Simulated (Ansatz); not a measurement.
Runs of Ansatz 0.2.0 on Os. Symmetry: P6_3/mmc, No. 194, hexagonal system. Conventional cell: a = 2.734 Å, b = 2.734 Å, c = 4.320 Å, α = 90.00°, β = 90.00°, γ = 120.00°. Around Os (site symmetry -6m2) lie 12 Os at 2.68 to 2.73 Å. 

| task | level | spin | cell | k mesh | points for each segment of the path | gap on the mesh (eV) | pressure (GPa) | relaxed volume (Å³/atom) |
| --- | --- | --- | --- | --- | --- | --- | --- | --- |
| band structure | LDA | SOC, no magnetisation | as given | 8 × 8 × 5 | 14 | none | (a) | - |
| relaxation of cell and atoms | PBEsol | off | relaxed | 11 × 11 × 6 | - | none | 0.0 | 13.89 |
| relaxation of cell and atoms | PBEsol+D3(BJ) | off | relaxed | 11 × 11 × 6 | - | none | 0.0 | 13.65 |
| band structure | BLYP | off | as given | 11 × 11 × 6 | 14 | none | 25.8 | - |
| relaxation of cell and atoms | PBEsol+D4 | off | relaxed | 11 × 11 × 6 | - | none | 0.0 | 13.76 |
| relaxation of cell and atoms | LDA | off | relaxed | 11 × 11 × 6 | - | - | 0.0 | (b) |
| band structure | PBEsol | off | as given | 11 × 11 × 6 | 14 | none | (c) | - |
| relaxation of cell and atoms | RPBE+D4 | off | relaxed | 11 × 11 × 6 | - | none | 0.0 | 13.96 |

Alike in all rows: potentials or basis Ansatz PAW; cutoff (eV) 420; smearing fermi-dirac 0.05 eV.

Question: Estimate the missing entries.

Answer: (a) -9.0; (b) 13.70; (c) -2.7.

Caveats: the PAW data sets come from PBE, with cores solved anew for the run's functional, which leaves a small shift of forces and pressure; the plane-wave basis is chosen anew once the cell has moved, so the energies of steps on either side of that aren't comparable (some runs); pairwise dispersion overbinds metals, which lowers pressure and volume (some runs); spin-orbit coupling is left out, which moves the levels of the heavy elements (some runs); so large a pressure means that the cell lies far from this level's equilibrium, or that cutoff or potentials fall short (some runs).

A k mesh can miss the band edges, and rows without SOC leave out spin-orbit coupling on Os.

A gap of «none» marks a metal or a gap under the smearing width.

Runs at the PBE level aren't shown here.
